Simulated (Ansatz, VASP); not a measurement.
## Al16CN15 (C_N): VASP beside Ansatz

Wanted: the spread between two codes on one cell, functional and k mesh. The cell is taken from a series of runs on this material, whose earlier steps may have relaxed, scaled, displaced or heated it; both programs get it as it stands.

Calculated with Ansatz 0.2.0; plane waves, with VASP 6.6.1 beside it; single point at HSE06.

## 1. Starting point

The cell holds 32 atoms: 16 Al, 15 N and 1 C. Cell: a = 6.227 Å, b = 6.227 Å, c = 9.967 Å, α = 90.0°, β = 90.0°, γ = 120.0°. It derives from AlN (AlN (P6_3mc)). Nearest the centre at fractional (0.833, 0.667, 0.440): C32 at 0.03 Å, Al6 at 1.88 Å, Al10 at 1.88 Å, Al13 at 1.89 Å, Al14 at 1.90 Å, Al15 at 3.01 Å, N21 at 3.09 Å, N25 at 3.10 Å. The cell carries charge −1.

Coordinates:

```xyz
32
Lattice="6.2272 0.0000 0.0000 -3.1136 5.3929 0.0000 0.0000 0.0000 9.9674" Properties=species:S:1:pos:R:3 pbc="T T T"
Al    1.5614    0.8913    2.4987
Al   -0.0063    1.7974    4.9540
Al    1.5506    0.8985    7.4674
Al   -0.0079    1.7983    0.0074
Al   -0.0047    3.6043    2.4964
Al   -1.5746    4.4904    4.9802
Al   -0.0058    3.5927    7.4684
Al   -1.5684    4.4926    9.9407
Al    4.6560    0.8910    2.4963
Al    3.1051    1.8106    4.9798
Al    4.6658    0.8990    7.4687
Al    3.1055    1.8032    9.9414
Al    3.1079    3.5937    2.5034
Al    1.5493    4.4947    4.9792
Al    3.1063    3.5957    7.4052
Al    1.5499    4.4941    9.9421
N     1.5432    0.9035    4.3844
N     0.0063    1.7893    1.8952
N     1.5298    0.9098    9.3579
N     0.0054    1.7903    6.8660
N    -0.0219    3.6110    4.3833
N    -1.5411    4.4909    1.8470
N    -0.0198    3.5911    9.3589
N    -1.5318    4.4983    6.9033
N     4.6420    0.9039    4.3831
N     3.1202    1.7791    1.8474
N     4.6597    0.9115    9.3595
N     3.1188    1.7683    6.9033
N     1.5537    4.4906    1.8492
N     3.0922    3.6032    9.3295
N     1.5406    4.5001    6.9016
C     3.0915    3.6049    4.3993
```

## 2. VASP: single point, HSE06

A single point gives forces, pressure and levels at one fixed geometry, so differences don't come from the geometry; what else differs is listed under the comparison.

Lines of VASP's logs that name or quote its potential files are left out, and so is its time.

The run reads the wave functions of an earlier VASP run, which isn't shown here.

File INCAR:

```
SYSTEM = Al16CN15
PREC = Accurate
ENCUT = 520
EDIFF = 1E-06
NELM = 100
ISMEAR = 0
SIGMA = 0.01
LREAL = Auto
ALGO = Normal
LHFCALC = .TRUE.
AEXX = 0.25
GGA = PE
HFSCREEN = 0.208
LASPH = .TRUE.
NELECT = 128
NBANDS = 86
PRECFOCK = Fast
LORBIT = 11
LWAVE = .FALSE.
LCHARG = .FALSE.
ISIF = 2
```

File POSCAR:

```
Al16CN15
1.0
    6.2272146276      0.0000000575      0.0000000000
   -3.1136073635      5.3929260336      0.0000000000
    0.0000000000      0.0000000000      9.9673533283
Al N C
16 15 1
Direct
    0.3333708459      0.1652668682      0.2506914367
    0.1656318981      0.3332962912      0.4970202128
    0.3323020080      0.1666057967      0.7491809431
    0.1654589790      0.3334494721      0.0007444308
    0.3334120985      0.6683383723      0.2504560067
    0.1634646634      0.8326457266      0.4996506734
    0.3321667011      0.6661947983      0.7492906515
    0.1646709845      0.8330620520      0.9973282976
    0.8302878578      0.1652110499      0.2504440307
    0.6664964290      0.3357353347      0.4996117751
    0.8326108491      0.1666984507      0.7493150675
    0.6658723981      0.3343614612      0.9974005990
    0.8322644677      0.6663656921      0.2511558992
    0.6655130358      0.8334373832      0.4995481455
    0.8322002967      0.6667348157      0.7429429025
    0.6655611576      0.8333249847      0.9974704811
    0.3315828990      0.1675255685      0.4398802666
    0.1669076315      0.3317839640      0.1901403988
    0.3300149955      0.1687027834      0.9388526856
    0.1668460479      0.3319700368      0.6888459745
    0.3312859836      0.6695900044      0.4397696837
    0.1688975413      0.8327398453      0.1853047716
    0.3297604901      0.6658899291      0.9389551600
    0.1710705169      0.8341147940      0.6925900103
    0.8292426257      0.1676080397      0.4397407944
    0.6659995890      0.3298928536      0.1853450295
    0.8327842800      0.1690123150      0.9390112582
    0.6647876132      0.3278930234      0.6925867604
    0.6658408069      0.8326755141      0.1855243758
    0.8306303997      0.6681320533      0.9360068659
    0.6646202728      0.8344389999      0.6924187520
    0.8306789657      0.6684525639      0.4413679737
```

File KPOINTS:

```
Automatic mesh
0
Gamma
1 1 1
0 0 0
```

Potentials, in the order of the species: Al, N and C (PBE family, release 64).

Run with:

```sh
> export OMP_NUM_THREADS=3
> mpirun -np 1 vasp_gam
```

Numbers of over 12 decimals in the logs are rounded to 6 here.

Output:

```text
[banner, memory and clock lines left out]
running    1 mpi-ranks, on    1 nodes
[...]
Offloading initialized ...    1 GPUs detected
[...]
LDA part: xc-table for (Slater+PW92), standard interpolation
 found WAVECAR, reading the header
 POSCAR, INCAR and KPOINTS ok, starting setup
[...]
reading WAVECAR
 the WAVECAR file was read successfully
 initial charge from wavefunction
 entering main loop
       N       E                     dE             d eps       ncg     rms          rms(c)
DAV:   1    -0.258825456479E+03   -0.25883E+03   -0.75046E+00   216   0.870E+00    0.318E+01
DAV:   2    -0.258881044553E+03   -0.55588E-01   -0.22824E-01   200   0.164E+00    0.227E+01
DAV:   3    -0.258873670773E+03    0.73738E-02   -0.34986E-03   194   0.235E-01    0.139E+01
DAV:   4    -0.258870410942E+03    0.32598E-02   -0.14078E-03   186   0.120E-01    0.824E+00
[...]
DAV:   9    -0.258868916546E+03    0.96473E-05   -0.47967E-06   178   0.944E-03    0.533E-01
DAV:  10    -0.258868914444E+03    0.21023E-05   -0.16696E-06   120   0.597E-03    0.311E-01
DAV:  11    -0.258868914471E+03   -0.27264E-07   -0.89199E-07   104   0.412E-03
   1 F= -.25886891E+03 E0= -.25886891E+03  d E =-.500348E-15
```

OUTCAR, selected parts (step 2):

```text
  Total       22.1562146     20.2941574     -3.1767009     -1.6747796      0.0318898     -0.0680001
  in kB      106.0493450     97.1367242    -15.2050814     -8.0162284      0.1526387     -0.3254781
  external PRESSURE =      62.6603292 kB  Pullay stress =       0.0000000 kB

 POSITION                                       TOTAL-FORCE (eV/Angst)
 -----------------------------------------------------------------------------------
      1.56140      0.89127      2.49873         0.124174     -0.065965     -0.561370
     -0.00633      1.79744      4.95398        -0.182303      0.101265     -0.403930
      1.55057      0.89849      7.46735         0.225065     -0.130310     -0.429976
     -0.00788      1.79827      0.00742        -0.116475      0.055827     -0.500406
     -0.00471      3.60430      2.49638         0.102720     -0.056952     -0.518621
     -1.57460      4.49040      4.98019        -0.157167      0.059643     -0.501054
     -0.00580      3.59274      7.46844         0.136963      0.045148     -0.438936
     -1.56839      4.49264      9.94072        -0.084364      0.096887     -0.438555
      4.65598      0.89097      2.49626         0.102637     -0.057874     -0.519540
      3.10507      1.81060      4.97981        -0.133994      0.089860     -0.495074
      4.66581      0.89899      7.46869         0.031715     -0.133176     -0.436662
      3.10546      1.80319      9.94144        -0.132357      0.003298     -0.447451
      3.10789      3.59366      2.50336         0.116955     -0.059141     -0.427373
      1.54930      4.49467      4.97917        -0.081804      0.048451     -0.473160
[...]
-----------------------------------------------------------------------------------
    total drift:                                0.000571     -0.000391      0.012597

  FREE ENERGIE OF THE ION-ELECTRON SYSTEM (eV)
  ---------------------------------------------------
  free  energy   TOTEN  =      -258.8689144713 eV

  energy  without entropy=     -258.8689144713  energy(sigma->0) =     -258.86891447

[... 3 further parts left out ...]
[key lines of the parts left out:]
E-fermi :   6.6036
```

The run ends at a pressure of 6.27 GPa, with forces up to 0.76 eV/Å.

(Continued in part 2 of 2.)

[Lines on the potential files, build, host, timing and source positions are cut from VASP's logs without a mark.]

[Logs are printed without paths, hosts, clocks, repeated set-up lines and the standing remarks that a program may print on its own settings, such as how far it seeks lower states.]

[Hosts, paths, dates, database ids (printed as entryN), source tags and the programs' standing remarks are cut or masked in the printed files.]
